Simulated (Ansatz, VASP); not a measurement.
## One calculation of B, two programs

```
B
1.0
     3.12163    0.00000    0.00000
     0.00000    3.12163    0.00000
     0.00000    0.00000    5.48545
B
6
Direct
  0.00000 0.50000 0.34146
  0.50000 0.00000 0.15854
  0.00000 0.50000 0.65854
  0.50000 0.00000 0.84146
  0.00000 0.00000 0.75000
  0.00000 0.00000 0.25000
```

Alike in both runs: functional PBE; k mesh 6 × 6 × 4; occupations gaussian, width 0.1 eV; no spin polarisation.

Ansatz relaxed the structure, and its values are those at the end. VASP's run is a single point on that final structure, the one shown.

```csv
,VASP,Ansatz
version,VASP 6.6.1,Ansatz 0.2.0
potentials or method,"VASP PAW PBE potentials, release 64 (B)","scalar-relativistic, plane waves, PAW"
plane-wave cutoff (eV),520,420
valence electrons in the cell,18,18
```

```tsv
	VASP	Ansatz	Ansatz less VASP
gap on the k mesh at the Fermi level (eV)	none	none	-
pressure (GPa)	0.0	0.0	0.00
```

A gap of «none» marks a metal or a gap that the smearing closes.
